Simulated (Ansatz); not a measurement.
# How CoSi$_{2}$ stores the work of compression

Computed with Ansatz, DFT PBEsol, scalar-relativistic, plane waves, PAW. Run with 420 eV cutoff, 14×14×14 k-mesh, Gaussian smearing of 0.10 eV, no spin polarisation.

The relaxed crystal:

```yaml
crystal:
  lattice:
    - [0.00000, 2.65625, 2.65625]
    - [2.65625, 0.00000, 2.65625]
    - [2.65625, 2.65625, 0.00000]
  atoms:
    - { symbol: Co, position: [0.00000, 0.00000, 0.00000] }
    - { symbol: Si, position: [0.25000, 0.25000, 0.25000] }
    - { symbol: Si, position: [0.75000, 0.75000, 0.75000] }
```

Cell and atoms were relaxed at each target pressure within the start's symmetry (Fm-3m), at zero temperature; other phases can be more stable under pressure. H = E + PV with P the target; E is the free energy at the smearing used, whose derivative the pressure is, per atom and counted from zero pressure. Spin polarisation was left out, and a magnetic state may lie lower.

```tsv
P (GPa)	V (Å³/atom)	E − E0 (meV)	H − H0 (meV)
0	12.494	0.0	0.0
1	12.429	0.2	77.8
4	12.247	3.0	308.8
12	11.829	23.7	909.6
25	11.276	86.6	1846.1
50	10.485	268.1	3540.4
90	9.612	642.5	6042.1
```

**Question.** Thermodynamics gives dH/dP = V along a relaxed path. Integrate V over P by the trapezoid rule and compare with the computed enthalpies.

**Answer.** With 1 eV/Å³ = 160.22 GPa, each step adds the mean volume times ΔP / 160.22:
```
P (GPa)  ∫V dP (meV) H − H0 (meV) difference (meV)
      1         77.8          77.8               0.0
      4        308.8         308.8               0.0
     12        909.9         909.6               0.3
     25       1847.2        1846.1               1.1
     50       3545.0        3540.4               4.7
     90       6053.8        6042.1              11.7
```

V(P) curves upward, so the trapezoid rule runs high; integrating a smooth curve through the same points puts that excess at about 12.0 meV at 90 GPa, against the 11.7 meV found.

**Question.** At 90 GPa, how much of the enthalpy change is stored energy and how much is the PV term?

**Answer.** E rises by 642 meV/atom and PV is 90 × 9.612 / 160.22 = 5400 meV/atom, so PV makes 89 % of ΔH. So between rival structures at high pressure a small difference in volume can outweigh the difference in energy: 1 % of this volume is worth 54.0 meV/atom at this pressure.

**Question.** What bulk modulus do the lowest pressures give?

**Answer.** From the pressures that the runs reached, -1.00 GPa (12.558 Å³) and 1.01 GPa (12.429 Å³), B = −ΔP/Δln V = 2.01 / 0.0103 = 194 GPa, a mean over that range.